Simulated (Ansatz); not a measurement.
## NaCl (Fm-3m), an elastic constant from a strain scan

The calculation used DFT PBEsol, scalar-relativistic, plane waves, PAW (Ansatz). Settings: plane waves to 420 eV, k-mesh 8×8×8 (Γ-centred), Gaussian smearing 0.05 eV. No spin polarisation. Energies are free energies at this smearing, counted from the undisturbed cell; pressure is positive in compression.

Zero of the scan (as given, not relaxed at this level; it stands at -0.8 GPa):

```
Na Cl
1.0
     0.00000    2.83175    2.83175
     2.83175    0.00000    2.83175
     2.83175    2.83175    0.00000
Na Cl
1 1
Cartesian
  0.0000 0.0000 0.0000
  2.8317 2.8317 2.8317
```

The cell is strained by ε times the Voigt pattern (0, 0, 0, 0, 1, 0) (xx, yy, zz, yz, xz, xy; engineering shear) with fractional coordinates fixed. The cell holds 2 atoms in V0 = 45.41 Å³. The stress column is τ = (1/V0) dE/dε, got from the stress tensor σ (compression positive) at each point as −det(1 + εP) σ : P(1 + εP)⁻¹, with P the pattern as a tensor.

| ε | ΔE (meV/atom) | τ (GPa) |
| --- | --- | --- |
| -0.0875 | 6.320 | -1.032 |
| -0.0750 | 4.628 | -0.879 |
| -0.0625 | 3.206 | -0.728 |
| -0.0500 | 2.047 | -0.580 |
| -0.0375 | 1.149 | -0.433 |
| -0.0250 | 0.510 | -0.288 |
| -0.0125 | 0.128 | -0.144 |
| 0.0000 | 0.000 | 0.000 |
| 0.0125 | 0.128 | 0.144 |
| 0.0250 | 0.510 | 0.288 |
| 0.0375 | 1.149 | 0.433 |
| 0.0500 | 2.047 | 0.580 |
| 0.0625 | 3.206 | 0.728 |
| 0.0750 | 4.628 | 0.879 |
| 0.0875 | 6.320 | 1.032 |
| 0.1000 | ? | ? |

Problem. Which combination of elastic constants does this scan measure, and how large is it?

Solution. For small ε, τ = τ0 + Kε with K = pᵀCp, which for this pattern is C44 in the cubic axes. The parabola through τ at ε = -0.0125, 0 and 0.0125 has slope K = 11.5 GPa at zero. The energies per cell, E = NΔE, of the same two points give K = 2[E(ε₊)/ε₊ − E(ε₋)/ε₋]/[(ε₊ − ε₋)V0] = 11.5 GPa, in agreement. The start is under stress, which shifts K from the elastic constant by about the size of that stress.

Problem. Predict the withheld row at ε = 0.1000 from the harmonic law, and compare.

Solution. ΔE = V0(τ0 ε + Kε²/2)/N = 8.159 meV/atom and τ = 1.15 GPa. The calculation gives 8.285 meV/atom and 1.19 GPa, a miss of 1.5 % of the harmonic energy, so the harmonic law still holds here.